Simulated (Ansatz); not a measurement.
Runs of Ansatz 0.2.0 on AlNi. The structure is cubic, space group Pm-3m (No. 221). The conventional cell has a = 2.881 Å, b = 2.881 Å, c = 2.881 Å, α = 90.00°, β = 90.00°, γ = 90.00°. Ni (site symmetry m-3m) has 8 Al at 2.50 Å as nearest neighbours. Al (site symmetry m-3m) is surrounded by 8 Ni at 2.50 Å. 

```csv
task,level,cell,k mesh,cutoff (eV),smearing,gap on the mesh (eV),pressure (GPa),moment (μB),relaxed volume (Å³/atom)
relaxation of cell and atoms,RPBE,relaxed,9 × 9 × 9,-,fermi-dirac 0.05 eV,-,0.0,0.00,12.39
relaxation of cell and atoms,revPBE+D4,relaxed,9 × 9 × 9,-,fermi-dirac 0.05 eV,-,0.0,0.00,11.60
phonons,PBEsol,as given,7 × 7 × 7,276,fermi-dirac 0.05 eV,none,-,0.00,-
elastic constants,PBE,as given,7 × 7 × 7,276,fermi-dirac 0.05 eV,none,2.0,0.00,-
single point,PBE,as given,9 × 9 × 9,255,gaussian 0.012 eV,none,(a),0.00,-
```

Alike in all rows: potentials or basis all-electron LAPW, scalar-relativistic; spin collinear, ferromagnetic start; basis error allowed 0.001 eV/atom.

Problem. Estimate the missing entries.

Solution. (a) 1.9.

Caveats: the starting moments weren't kept (some runs); the k mesh is thin for a metal, which can move the energy by tens of meV per atom (some runs); a metal's response needs a denser mesh (some runs); the program listed the state as in doubt (some runs); elastic constants of metals need much finer meshes, so these are rough (some runs).

A gap of «none» marks a metal or a gap under the smearing width.
